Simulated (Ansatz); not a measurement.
# SiC: the cost of one run

Program: Ansatz 0.2.0. Level of theory: DFT PBE, scalar-relativistic, plane waves, PAW. These are calculated values, not measurements.

1 further run of the same task is left out (set aside as unsound or not needed).

### Step 1. The structure to begin with

The structure is monoclinic, space group P2 (No. 3). Conventional cell: a = 4.380 Å, b = 12.300 Å, c = 13.700 Å, α = 90.00°, β = 90.00°, γ = 90.00°. Si (site symmetry 2) has 2 C at 1.90 Å as nearest neighbours. Around C (site symmetry 1) lie 2 Si at 1.90 Å. Around Si (site symmetry 2) lie 4 C at 1.90 Å. C (site symmetry 1) is surrounded by 3 Si at 1.90 Å. Si (site symmetry 1) is surrounded by 2 C at 1.90 Å.

Structure file:

```xyz
8
Lattice="12.3000 0.0000 0.0000 0.0000 13.7000 0.0000 0.0000 0.0000 4.3797" Properties=species:S:1:pos:R:3 pbc="T T T"
Si    7.7924    6.8500    0.0000
C     4.5076    7.9449    3.2848
C     4.5076    5.7551    1.0949
Si    5.6025    6.8500    2.1899
C     6.6975    7.9449    1.0949
Si    5.6025    4.6601    0.0000
Si    5.6025    9.0399    0.0000
C     6.6975    5.7551    3.2848
```

### Step 2. Wire along [0 0 1], 8 atoms a period

Input file input.yaml:

```yaml
crystal:
  lattice:
    - [12.3, 0.0, 0.0]
    - [0.0, 13.7, 0.0]
    - [0.0, 0.0, 4.3797351773]
  atoms:
    - { symbol: Si, position: [0.6335285115, 0.5, 0.0], spin: 0.3 }
    - { symbol: C, position: [0.3664714885, 0.5799221748, 0.75], spin: 0.3 }
    - { symbol: C, position: [0.3664714885, 0.4200778252, 0.25], spin: 0.3 }
    - { symbol: Si, position: [0.4554904962, 0.5, 0.5], spin: 0.3 }
    - { symbol: C, position: [0.5445095038, 0.5799221748, 0.25], spin: 0.3 }
    - { symbol: Si, position: [0.4554904962, 0.3401556505, 0.0], spin: 0.3 }
    - { symbol: Si, position: [0.4554904962, 0.6598443495, 0.0], spin: 0.3 }
    - { symbol: C, position: [0.5445095038, 0.4200778252, 0.75], spin: 0.3 }
basis:
  ecutwfc: 420
kpoints:
  mp_grid: { grid: [1, 1, 8] }
hamiltonian:
  xc: pbe
scf:
  occupations: { method: gaussian, width: 0.05 }
output:
  forces: true
  stress: true
  eigenvalues: true
  populations: true
  write_density: true
  write_potential: true
  elf: true
  volumetric_format: npy
magnetization:
  spin_polarized: true
relax:
  adjacent_minimum: "off"
  f_tol: 0.02
  max_steps: 45
  cell: { fix: [a, b, alpha, beta, gamma], stress_tol: 0.03 }
```

Started as:

```sh
ansatz run input.yaml --threads 4 --pin off --max-ram 11264MiB --backend cpu --events-out ev --progress --plain --runs-dir out
```

**Question.** How long does this run take on 4 threads of Intel Xeon 6975P-C (Granite Rapids), shared host, and how much memory does it need?

About 3.1 min, with a peak of 1.1 GiB.
